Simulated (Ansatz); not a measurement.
GaN: Al on a Ga site

Computed with the plane-wave PAW code Ansatz (scalar-relativistic, PAW set soft_2): PBEsol, no spin polarisation, 420 eV cutoff, k-mesh 2×2×2 shifted by half a step.

The relaxed host crystal (Kohn–Sham gap 1.88 eV):

```
Ga N
1.0
     3.18280    0.00000    0.00000
    -1.59140    2.75639    0.00000
     0.00000    0.00000    5.18520
Ga N
2 2
Direct
  0.66667 0.33333 0.49917
  0.33333 0.66667 0.99917
  0.66667 0.33333 0.87583
  0.33333 0.66667 0.37583
```

Supercell of 36 atoms, rows of the matrix [[-1,1,1],[-1,-2,1],[2,1,1]] times the cell vectors; Al on a Ga site at (0.667, 0.333, 0.499) in fractions of the cell above. Atoms are relaxed at the host's cell.

Distances from the Al atom (Å), by shell of the perfect crystal:

```
shell  perfect crystal  relaxed, charge 0
  4 N             1.95               1.90
12 Ga             3.18               3.17
  1 N             3.23               3.22
```

```tsv
charge	gap of the cell on the mesh (eV)	carriers
0	3.30	none in the bands
```

On this mesh the host's own supercell has a gap of 3.24 eV.

Formation energy of the neutral defect: -1.73 eV, taking atoms from and to the elements' standard states (no corrections for gases), so it belongs to those chemical potentials alone.

A negative value doesn't mean that the atoms enter by themselves: with the elements as reservoirs, compounds of them would form first.

Relaxed cell at charge 0:

```
GaN Al_Ga charge 0
1.0
    -4.7742    2.7564    5.1852
     0.0000   -5.5128    5.1852
     4.7742    2.7564    5.1852
Al Ga N
1 17 18
Direct
  0.3882 0.7215 0.3882
  0.7213 0.3892 0.3886
  0.0559 0.7219 0.7213
  0.0559 0.0546 0.3886
  0.3886 0.3892 0.7213
  0.7213 0.7219 0.0559
  0.7220 0.0553 0.7220
  0.0554 0.3888 0.0554
  0.3886 0.0546 0.0559
  0.7759 0.7774 0.4440
  0.1117 0.4450 0.4446
  0.4440 0.7774 0.7759
  0.4440 0.1093 0.4440
  0.7776 0.4442 0.7776
  0.1117 0.7779 0.1117
  0.1109 0.1109 0.7776
  0.4446 0.4450 0.1117
  0.7776 0.1109 0.1109
  0.5108 0.8441 0.5108
  0.8479 0.5142 0.5142
  0.1808 0.8475 0.8479
  0.1808 0.1812 0.5142
  0.5142 0.5142 0.8479
  0.8479 0.8475 0.1808
  0.8475 0.1809 0.8475
  0.1810 0.5143 0.1810
  0.5142 0.1812 0.1808
  0.5660 0.5733 0.2399
  0.9031 0.2364 0.2366
  0.2399 0.5733 0.5660
  0.2399 0.8994 0.2399
  0.5694 0.2358 0.5694
  0.9031 0.5699 0.9031
  0.9024 0.9028 0.5694
  0.2366 0.2364 0.9031
  0.5694 0.9028 0.9024
```

Caveats: semilocal functionals make gaps too small, which shifts levels too; small supercell, so energies and levels can be off by tenths of an eV; the atoms kept the symmetry of the start, so a distorted state could lie lower.

Aluminium replaces gallium as an isovalent cation: its three valence electrons fill the same bonding states, so the neutral cell has no carriers. The gap on the mesh, 3.30 eV against 3.24 eV for the host, also gives no sign of a level split off into it. The slight widening is in the direction expected for alloying with AlN, but both values miss the direct gap at the zone centre. Their distance from the host's 1.88 eV therefore reflects sampling, and any likeness to the measured gap of GaN is fortuitous.

The four nearest nitrogen atoms move inwards, from 1.95 to 1.90 Å, while the gallium shell barely shifts, so the size mismatch is taken up mainly locally. Al–N bonds are shorter and stronger than Ga–N bonds, with a more electropositive cation and greater ionic character. This bond strength probably accounts for much of the negative formation energy, which largely reflects the exchange of Ga–N for Al–N bonding. A single substituted site doesn't show whether aluminium atoms would cluster, order or mix randomly.
